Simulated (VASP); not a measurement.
# TiN (Fm-3m) in VASP: band structure with HSE06

Aim: the band structure of TiN with HSE06.

Program: VASP 6.6.1. These are calculated values, not measurements. Logs are shortened: lines on timing, memory, paths and dates and some standing lists are left out, and cuts for length are marked.

## Step 1: Starting point

Symmetry: Fm-3m, No. 225, cubic system. The conventional cell has a = 4.238 Å, b = 4.238 Å, c = 4.238 Å, α = 90.00°, β = 90.00°, γ = 90.00°. Ti (site symmetry m-3m) is surrounded by 6 N at 2.12 Å. N (site symmetry m-3m) is surrounded by 6 Ti at 2.12 Å.

## Step 2: Band structure, HSE06

POSCAR reads:

```
TiN
1.0
    0.0000000000      2.1190000000      2.1190000000
    2.1190000000      0.0000000000      2.1190000000
    2.1190000000      2.1190000000      0.0000000000
Ti N
1 1
Direct
    0.0000000000      0.0000000000      0.0000000000
    0.5000000000      0.5000000000      0.5000000000
```

INCAR.step1 reads:

```
SYSTEM = TiN
ALGO = Normal
EDIFF = 1E-5
ENCUT = 520
GGA = PE
ISIF = 2
ISMEAR = 0
KPAR = 4
LASPH = .True.
LCHARG = .False.
LMAXMIX = 4
LREAL = .False.
LWAVE = .True.
NELM = 60
PREC = Accurate
SIGMA = 0.02
```

INCAR.step2 reads:

```
SYSTEM = TiN
ALGO = Normal
EDIFF = 1E-7
ENCUT = 520
GGA = PE
HFSCREEN = 0.2
ISIF = 2
ISMEAR = 0
ISTART = 1
KPAR = 4
LASPH = .True.
LCHARG = .False.
LHFCALC = .True.
LMAXMIX = 4
LREAL = .False.
LWAVE = .False.
NELM = 60
PREC = Accurate
PRECFOCK = Fast
SIGMA = 0.02
```

KPOINTS reads:

```
k-points
0
Gamma
  8 8 8
  0 0 0
```

KPOINTS_OPT reads:

```
path GXWKGLUWLK,UX
12
line-mode
reciprocal
 0.0000000000  0.0000000000  0.0000000000  G
 0.5000000000  0.0000000000  0.5000000000  X

 0.5000000000  0.0000000000  0.5000000000  X
 0.5000000000  0.2500000000  0.7500000000  W

 0.5000000000  0.2500000000  0.7500000000  W
 0.3750000000  0.3750000000  0.7500000000  K

 0.3750000000  0.3750000000  0.7500000000  K
 0.0000000000  0.0000000000  0.0000000000  G

 0.0000000000  0.0000000000  0.0000000000  G
 0.5000000000  0.5000000000  0.5000000000  L

 0.5000000000  0.5000000000  0.5000000000  L
 0.6250000000  0.2500000000  0.6250000000  U

 0.6250000000  0.2500000000  0.6250000000  U
 0.5000000000  0.2500000000  0.7500000000  W

 0.5000000000  0.2500000000  0.7500000000  W
 0.5000000000  0.5000000000  0.5000000000  L

 0.5000000000  0.5000000000  0.5000000000  L
 0.3750000000  0.3750000000  0.7500000000  K

 0.6250000000  0.2500000000  0.6250000000  U
 0.5000000000  0.0000000000  0.5000000000  X
```

Potentials or basis: VASP PAW PBE potentials, release 64 (Ti_sv, N).

Command:

```bash
> cat potpaw_PBE.64/Ti_sv/POTCAR potpaw_PBE.64/N/POTCAR > POTCAR
> cp INCAR.step1 INCAR
> mpirun -np 4 vasp_std > vasp.out
> cp INCAR.step2 INCAR
> mpirun -np 4 vasp_std > vasp.out
```

OUTCAR:

```text
SYSTEM = TiN
   EDIFF = 1E-7
   ENCUT = 520
   GGA = PE
   HFSCREEN = 0.2
   ISIF = 2
   ISMEAR = 0
   ISTART = 1
   LASPH = .True.
   LHFCALC = .True.
   LREAL = .False.
   NELM = 60
   PREC = Accurate
   PRECFOCK = Fast

 ion  position               nearest neighbor table
   1  0.000  0.000  0.000-   2 2.12   2 2.12   2 2.12   2 2.12   2 2.12   2 2.12
   2  0.500  0.500  0.500-   1 2.12   1 2.12   1 2.12   1 2.12   1 2.12   1 2.12

  LATTYP: Found a face centered cubic cell.
 ALAT       =     4.2380000000

  Lattice vectors:

 A1 = (   0.0000000000,   2.1190000000,   2.1190000000)
 A2 = (   2.1190000000,   0.0000000000,   2.1190000000)
 A3 = (   2.1190000000,   2.1190000000,   0.0000000000)

Analysis of symmetry for initial positions (statically):
=====================================================================
 Subroutine PRICEL returns:
 Original cell was already a primitive cell.

 Routine SETGRP: Setting up the symmetry group for a
 face centered cubic supercell.

 Subroutine GETGRP returns: Found 48 space group operations
 (whereof 48 operations were pure point group operations)
 out of a pool of 48 trial point group operations.

The static configuration has the point symmetry O_h .

Analysis of symmetry for dynamics (positions and initial velocities):
=====================================================================
 Subroutine PRICEL returns:
 Original cell was already a primitive cell.

 Routine SETGRP: Setting up the symmetry group for a
 face centered cubic supercell.

 Subroutine GETGRP returns: Found 48 space group operations
 (whereof 48 operations were pure point group operations)
 out of a pool of 48 trial point group operations.

The dynamic configuration has the point symmetry O_h .

 Subroutine INISYM returns: Found 48 space group operations
 (whereof 48 operations are pure point group operations),
 and found     1 'primitive' translations

----------------------------------------------------------------------------------------

                                     Primitive cell

  volume of cell :      19.0293

  direct lattice vectors                    reciprocal lattice vectors
     0.000000000  2.119000000  2.119000000    -0.235960359  0.235960359  0.235960359
     2.119000000  0.000000000  2.119000000     0.235960359 -0.235960359  0.235960359
     2.119000000  2.119000000  0.000000000     0.235960359  0.235960359 -0.235960359

  length of vectors
     2.996718539  2.996718539  2.996718539     0.408695330  0.408695330  0.408695330

  position of ions in fractional coordinates (direct lattice)
     0.000000000  0.000000000  0.000000000
     0.500000000  0.500000000  0.500000000

  ion indices of the primitive-cell ions
   primitive index   ion index
                 1           1
                 2           2

----------------------------------------------------------------------------------------

 KPOINTS: k-points

Automatic generation of k-mesh.
 Grid dimensions read from file:
 generate k-points for:    8    8    8

 Generating k-lattice:

  Cartesian coordinates                     Fractional coordinates (reciprocal lattice)
    -0.029495045  0.029495045  0.029495045     0.125000000  0.000000000  0.000000000
     0.029495045 -0.029495045  0.029495045     0.000000000  0.125000000  0.000000000
     0.029495045  0.029495045 -0.029495045     0.000000000  0.000000000  0.125000000

  Length of vectors
     0.051086916  0.051086916  0.051086916

  Shift w.r.t. Gamma in fractional coordinates (k-lattice)
     0.000000000  0.000000000  0.000000000

 Subroutine IBZKPT returns following result:
 ===========================================

 Found     29 irreducible k-points:

 Following reciprocal coordinates:
            Coordinates               Weight
  0.000000  0.000000  0.000000      1.000000
  0.125000  0.000000  0.000000      8.000000
  0.250000  0.000000  0.000000      8.000000
  0.375000  0.000000  0.000000      8.000000
  0.500000  0.000000  0.000000      4.000000
  0.125000  0.125000  0.000000      6.000000
[... 16 lines left out ...]
  0.500000  0.250000  0.125000     48.000000
 -0.375000  0.250000  0.125000     24.000000
 [... further k-points ...]
   k-points           NKPTS =     29   k-points in BZ     NKDIM =    512   number of bands    NBANDS=     12
   number of dos      NEDOS =    301   number of ions     NIONS =      2
   total plane-waves  NPLWV =  13824
   dimension x,y,z NGX =    24 NGY =   24 NGZ =   24
   dimension x,y,z NGXF=    48 NGYF=   48 NGZF=   48
   ions per type =               1   1
   NGX,Y,Z   is equivalent  to a cutoff of  13.31, 13.31, 13.31 a.u.
   NGXF,Y,Z  is equivalent  to a cutoff of  26.63, 26.63, 26.63 a.u.
 SYSTEM =  TiN
   PREC   = accura    normal or accurate (medium, high low for compatibility)
   ISTART =      1    job   : 0-new  1-cont  2-samecut
   ICHARG =      0    charge: 1-file 2-atom 10-const
   ISPIN  =      1    spin polarized calculation?
   LNONCOLLINEAR =      F non collinear calculations
   LSORBIT =      F    spin-orbit coupling
   LASPH  =      T    aspherical Exc in radial PAW
   ENCUT  =  520.0 eV  38.22 Ry    6.18 a.u.   5.57  5.57  5.57*2*pi/ulx,y,z
   NELM   =     60;   NELMIN=  2; NELMDL=  0     # of ELM steps
   EDIFF  = 0.1E-06   stopping-criterion for ELM
   LREAL  =      F    real-space projection
   EDIFFG = 0.1E-05   stopping-criterion for IOM
   NSW    =      0    number of steps for IOM
   IBRION =     -1    ionic relax: 0-MD 1-quasi-New 2-CG
   NFREE  =      0    steps in history (QN), initial steepest desc. (CG)
   ISIF   =      2    stress and relaxation
   ISYM   =      3    0-nonsym 1-usesym 2-fastsym
   POTIM  = 0.5000    time-step for ionic-motion
   TEBEG  =    0.0;   TEEND  =   0.0 temperature during run
   PSTRESS=    0.0 pullay stress
   NELECT =      17.0000    total number of electrons
   NUPDOWN=      -1.0000    fix difference up-down
   EMIN   =  10.00;   EMAX   =-10.00  energy-range for DOS
   EFERMI =   0.00;   METHOD = LEGACY
   ISMEAR =     0;   SIGMA  =   0.02  broadening in eV -4-tet -1-fermi 0-gaus
   EFERMI_NEDOS =   21; number of points for ismear=-14 and -15
   IALGO  =     38    algorithm
   IMIX   =      1    mixing-type and parameters
     AMIX     =   0.40;   BMIX     =  1.00
     AMIX_MAG =   1.60;   BMIX_MAG =  1.00
  volume/ion in A,a.u.               =       9.51        64.21
  Fermi-wavevector in a.u.,A,eV,Ry     =   1.576704  2.979539 33.824024  2.485996
  Thomas-Fermi vector in A             =   2.677497
   LORBIT       =      0    0 simple, 1 ext, 2 COOP (PROOUT), +10 PAW based schemes
   GGA     = PE    functional components
   LHFCALC =     T    Hartree Fock is set to
   PRECFOCK=fast      Normal, Fast or Accurate (Low or Medium for compatibility)
   ENCUT4O =  -1.0   cutoff for four orbital integrals eV
   NKREDX  =     1    reduce k-point grid by
   NKREDY  =     1    reduce k-point grid by
   NKREDZ  =     1    reduce k-point grid by
   AEXX    =    0.2500 exact exchange contribution
   HFSCREEN=    0.2000 screening length (either q_TF or 0.3 A-1)
   HFSCREENC=   0.2000 screening length for correlation (either q_TF or 0.3 A-1)
   ENCUTFOCK=  -1.0 apply spherical cutoff to Coloumb kernel
   IVDW    =     0    specifies the selected vdW correction
   LEPSILON=     F    determine dielectric tensor
   LRPA    =     F    only Hartree local field effects (RPA)
 non-spin polarized calculation
 Gauss-broadening in eV      SIGMA  =   0.02
  energy-cutoff  :      520.00
  volume of cell :       19.03
 maximum number of plane-waves:       531
 NGX is ok and might be reduce to    24
  NGX = 14; NGY = 14; NGZ = 14

 number of electron      17.0000001 magnetization

 Free energy of the ion-electron system (eV)
  ---------------------------------------------------
  ext. energy  EPLUGINS =         0.00000000
  ---------------------------------------------------
  free energy    TOTEN  =       -23.47466451 eV

  energy without entropy =      -23.47362786  energy(sigma->0) =      -23.47414619

 E-fermi :  11.8078     XC(G=0): -10.6454

 val. band max:       11.8048581360   @ k =  -0.3750   0.3750   0.1250
 cond. band min:      11.8554465303   @ k =   0.3750   0.1250   0.0000
 fundamental gap:      0.0505883943
 Fermi energy:        11.8078272390

 k-point     1 :       0.0000    0.0000    0.0000
  band No.  band energies     occupation
      1     -51.2835      2.00000
      2     -25.5999      2.00000
      3     -25.5999      2.00000
      4     -25.5999      2.00000
      5      -7.9364      2.00000
      6       8.9079      2.00000
      7       8.9079      2.00000
      8       8.9079      2.00000
      9      11.0586      2.00000
     10      11.0586      2.00000
     11      11.0586      2.00000
     12      12.6883      0.00000

 k-point     2 :       0.1250    0.0000    0.0000
  band No.  band energies     occupation
      1     -51.2683      2.00000
      2     -25.7110      2.00000
      3     -25.6087      2.00000
      4     -25.6087      2.00000
      5      -7.6083      2.00000
      6       7.3794      2.00000
      7       7.8618      2.00000
      8       7.8618      2.00000
      9      11.5178      2.00000
     10      11.5178      2.00000
     11      11.7482      1.99997
     12      13.8855      0.00000

 k-point     3 :       0.2500    0.0000    0.0000
  band No.  band energies     occupation
      1     -51.2317      2.00000
      2     -25.9701      2.00000
      3     -25.6298      2.00000
      4     -25.6298      2.00000
      5      -6.7485      2.00000
      6       4.9469      2.00000
      7       6.4008      2.00000
      8       6.4008      2.00000
      9      12.4640      0.00000
     10      12.4640      0.00000
     11      12.6575      0.00000
     12      15.9890      0.00000
[... 286 lines left out ...]
 k-point    23 :       0.5000    0.2500    0.1250
  band No.  band energies     occupation
      1     -51.1744      2.00000
      2     -26.1448      2.00000
      3     -25.8247      2.00000
      4     -25.6982      2.00000
      5      -5.7928      2.00000
      6       3.3994      2.00000
      7       5.3399      2.00000
      8       5.7287      2.00000
      9      12.0967      0.00000
     10      14.0983      0.00000
     11      14.4813      0.00000
     12      15.7782      0.00000

 k-point    24 :      -0.3750    0.2500    0.1250
  band No.  band energies     occupation
      1     -51.1620      2.00000
      2     -26.2020      2.00000
      3     -25.8400      2.00000
      4     -25.7189      2.00000
      5      -5.5407      2.00000
      6       3.1294      2.00000
      7       5.0306      2.00000
      8       5.4379      2.00000
      9      13.1424      0.00000
     10      13.5351      0.00000
     11      14.6119      0.00000
     12      16.7831      0.00000

 [... further k-points ...]

------------------------ aborting loop because EDIFF is reached ----------------------------------------

  FORCE on cell =-STRESS in cart. coord.  units (eV):
  Direction    XX          YY          ZZ          XY          YZ          ZX
  --------------------------------------------------------------------------------------
  -------------------------------------------------------------------------------------
  Total       -0.7072739     -0.7072739     -0.7072739      0.0000000      0.0000000      0.0000000
  in kB      -59.5491185    -59.5491185    -59.5491185      0.0000000      0.0000000      0.0000000
  external PRESSURE =     -59.5491185 kB  Pullay stress =       0.0000000 kB

 VOLUME and BASIS-vectors are now :
 -----------------------------------------------------------------------------
  energy-cutoff  :      520.00
  volume of cell :       19.03
      direct lattice vectors                 reciprocal lattice vectors
     0.000000000  2.119000000  2.119000000    -0.235960359  0.235960359  0.235960359
     2.119000000  0.000000000  2.119000000     0.235960359 -0.235960359  0.235960359
     2.119000000  2.119000000  0.000000000     0.235960359  0.235960359 -0.235960359

 POSITION                                       TOTAL-FORCE (eV/Angst)
 -----------------------------------------------------------------------------------
      0.00000      0.00000      0.00000         0.000000      0.000000     -0.000000
      2.11900      2.11900      2.11900         0.000000     -0.000000      0.000000
 -----------------------------------------------------------------------------------
    total drift:                               -0.000000     -0.000000     -0.000000

  FREE ENERGIE OF THE ION-ELECTRON SYSTEM (eV)
  ---------------------------------------------------
  free  energy   TOTEN  =       -23.4746645109 eV

  energy  without entropy=      -23.4736278642  energy(sigma->0) =      -23.47414619
```

It took 29 min on 4 MPI ranks of Intel Xeon 6975P-C (Granite Rapids), shared host; peak memory 0.31 GiB.

What came out:

| Property | Result |
| --- | --- |
| Free energy | -23.4747 eV |
| Pressure | -6.0 GPa |
| Band gap along the path | none (metal or under the smearing width) |

Levels at the corners of the path, in eV from the Fermi level:
```
point  band 6  band 7  band 8  band 9  band 10  band 11
    Γ   -2.90   -2.90   -2.90   -0.75    -0.75    -0.75
    X   -7.30   -4.33   -4.33   -3.73     2.11     3.01
    X   -7.30   -4.33   -4.33   -3.73     2.11     3.01
    W   -6.84   -6.84   -6.66    1.10     1.10     3.02
    W   -6.84   -6.84   -6.66    1.10     1.10     3.02
    K   -7.19   -7.14   -5.63   -0.62     2.52     2.87
    K   -7.19   -7.14   -5.63   -0.62     2.52     2.87
    Γ   -2.90   -2.90   -2.90   -0.75    -0.75    -0.75
    Γ   -2.90   -2.90   -2.90   -0.75    -0.75    -0.75
    L   -9.74   -6.74   -6.74    2.19     2.19     2.91
    L   -9.74   -6.74   -6.74    2.19     2.19     2.91
    U   -7.19   -7.14   -5.63   -0.62     2.52     2.87
    U   -7.19   -7.14   -5.63   -0.62     2.52     2.87
    W   -6.84   -6.84   -6.66    1.10     1.10     3.02
    W   -6.84   -6.84   -6.66    1.10     1.10     3.02
    L   -9.74   -6.74   -6.74    2.19     2.19     2.91
    L   -9.74   -6.74   -6.74    2.19     2.19     2.91
    K   -7.19   -7.14   -5.63   -0.62     2.52     2.87
    U   -7.19   -7.14   -5.63   -0.62     2.52     2.87
    X   -7.30   -4.33   -4.33   -3.73     2.11     3.01
```

Caveat: the PAW data sets were made with another functional, which shifts forces and pressure a little.
